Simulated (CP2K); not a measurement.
Crystal: MoS2.

```xyz
6
Lattice="3.1690 0.0000 0.0000 -1.5845 2.7444 0.0000 0.0000 0.0000 12.3240" Properties=species:S:1:pos:R:3 pbc="T T T"
Mo    1.5845    0.9148    9.2430
Mo    0.0000    1.8296    3.0810
S     1.5845    0.9148    4.6461
S     0.0000    1.8296   10.8081
S     1.5845    0.9148    1.5159
S     0.0000    1.8296    7.6779
```

Program: CP2K 2026.2. Alike in all runs: task band structure; no spin polarisation; cell as given; k mesh 10 × 10 × 3.

Task: Order these runs on this cell by their pressure, lowest first.
A. level PBEsol; potentials or basis POTENTIAL_UZH Mo GTH-PBE-q14, S GTH-PBE-q6; TZVP-MOLOPT-PBE-GTH basis; smearing fermi-dirac 0.01 eV; EPS_DEFAULT 1.0E-10; NGRIDS 5; points a segment of the path (NPOINTS) 8; bands added on the path 2; MPI ranks 4
B. level PBE; potentials or basis POTENTIAL_UZH Mo GTH-PBE-q14, S GTH-PBE-q6; TZVP-MOLOPT-PBE-GTH basis; smearing fermi-dirac 0.1 eV; EPS_DEFAULT 1.0E-9; NGRIDS 4; points a segment of the path (NPOINTS) 6; bands added on the path 4; MPI ranks 2
C. level LDA; potentials or basis GTH_POTENTIALS Mo GTH-PADE-q14, S GTH-PADE-q6; TZVP-MOLOPT-PBE-GTH basis; smearing fermi-dirac 0.0259 eV; EPS_DEFAULT 1.0E-9; NGRIDS 4; points a segment of the path (NPOINTS) 10; bands added on the path 6; MPI ranks 4

Result: C (-4.5 GPa), A (-0.8 GPa), B (3.4 GPa).

Caveats: the basis of atomic orbitals isn't converged, which shifts pressures, moduli and gaps; this functional lacks dispersion, which binds the layers, so the pressure and a relaxed spacing across them are unreliable (some runs); the potentials were made for another functional, which shifts forces and pressure (some runs).

Not every run made on this cell is shown here.
